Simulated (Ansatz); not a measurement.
# In: what symmetry allows forces and stress to be

```
In
1.0
     3.21967    0.00000    0.00000
    -1.60983    2.78832    0.00000
     0.00000    0.00000   10.98482
In
4
Direct
  0.00000 0.00000 0.99722
  0.33333 0.66667 0.25278
  0.00000 0.00000 0.49722
  0.66667 0.33333 0.75278
```

The calculation used DFT PBE, scalar-relativistic, plane waves, PAW (Ansatz).

Cutoff 420 eV; k points 15×15×4 on the computed 4-atom cell (Γ-centred); Gaussian smearing, width 0.10 eV; no spin polarisation.

This distorted cell has space group P6_3mc, with 12 operations.

Without a calculation: in which directions can each atom feel a force?

A force must be left unchanged by every operation that keeps its atom in place, so it lies in the space that those operations leave fixed. Atoms that the group maps onto each other feel forces of one size.
```
atom site symmetry operations at the site equivalent to atom allowed force (Cartesian)
 In1            3m.                       6                   1   along (0.00, 0.00, 1.00)
 In2            3m.                       6                   2   along (0.00, 0.00, 1.00)
 In3            3m.                       6                   1   along (0.00, 0.00, 1.00)
 In4            3m.                       6                   2   along (0.00, 0.00, 1.00)
```

That leaves 2 independent force components of 12, tied by 1 condition that the forces sum to zero, so 1 remains. A relaxation in this cell that keeps the symmetry moves the atoms in these directions alone.

And the stress tensor?

It must be invariant under the point group, which leaves 2 independent components: yz, xz, xy vanish; xx = yy.

Do the computed values obey this?

Yes. Forces (eV/Å):
```
In1  0.000  0.000  0.205
In2  0.000  0.000 -0.205
In3  0.000  0.000  0.205
In4  0.000  0.000 -0.205
```

Stress (GPa, compression positive, xx yy zz yz xz xy): 5.73 5.73 4.29 0.00 0.00 0.00. The program imposes the same operations on density, forces and stress, so this confirms the analysis and is no independent test of the calculation.

This form isn't the element's structure at ambient conditions.